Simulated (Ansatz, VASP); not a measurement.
# TiCo: VASP beside Ansatz

File INCAR:

```
PREC = Accurate ; ENCUT = 520
EDIFF = 1E-7 ; ISMEAR = 1
SIGMA = 0.05 ; LREAL = False
LASPH = True ; NELM = 150
ALGO = Normal ; ISIF = 2
LWAVE = False ; LCHARG = False
ISPIN = 2 ; MAGMOM = 0 2.5
LORBIT = 11 ; LMAXMIX = 4
GGA = PE ; NBANDS = 22
```

File KPOINTS:

```
regular mesh
0
Gamma
  8 8 8
```

Contents of POSCAR:

```
TiCo
1.0
    2.9861109900      0.0000000000      0.0000000000
    0.0000000000      2.9861109900      0.0000000000
    0.0000000000      0.0000000000      2.9861109900
Ti Co
1 1
Direct
    0.0000000000      0.0000000000      0.0000000000
    0.5000000000      0.5000000000      0.5000000000
```

Input for Ansatz:

```yaml
crystal:
  lattice:
    - [2.98611099, 0.0, 0.0]
    - [0.0, 2.98611099, 0.0]
    - [0.0, 0.0, 2.98611099]
  atoms:
    - { symbol: Ti, position: [0.0, 0.0, 0.0] }
    - { symbol: Co, position: [0.5, 0.5, 0.5] }
kpoints:
  mp_grid:
    grid: [8, 8, 8]
hamiltonian:
  xc: pbe
magnetization:
  spin_polarized: true
  per_species:
    Co: 2.5
scf:
  occupations:
    method: cold
    width: 0.05
output:
  eigenstates:
    nscf_kmesh:
      grid: [6, 6, 6]
    exchange_couplings:
      magnetic:
        - { species: Co }
```

The cell comes from a database or a generator and needn't be the stable form of this composition.

Alike in both runs: task single point; functional PBE; k mesh 8 × 8 × 8; collinear spin.

|  | VASP | Ansatz |
| --- | --- | --- |
| version | VASP 6.6.1 | Ansatz 0.2.0 |
| potentials or method | VASP PAW PBE potentials, release 64 (Ti_sv, Co) | plane waves, PAW |
| plane-wave cutoff (eV) | 520 | 420 |
| occupations | methfessel-paxton of order 1, width 0.05 eV | cold, width 0.05 eV |
| valence electrons in the cell | 21 | 29 |

Ansatz gave:

- gap on the k mesh at the Fermi level (eV): none
- net moment per atom (μB): 0.49
- size of the moment on the site where the two differ most (μB): 1.06

Task: What did VASP give for the same quantities?

Result: gap on the k mesh at the Fermi level (eV): none; net moment per atom (μB): 0.13; size of the moment on the site where the two differ most (μB): 0.36.

The net moments differ so much that the two runs ended in different magnetic states, which moves the other rows too. Site moments also hang on the region over which each program counts them. A gap of «none» marks a metal or a gap that the smearing closes. The two sets of potentials don't hold the same shells in valence. Ansatz warned: «stability_check_not_made».
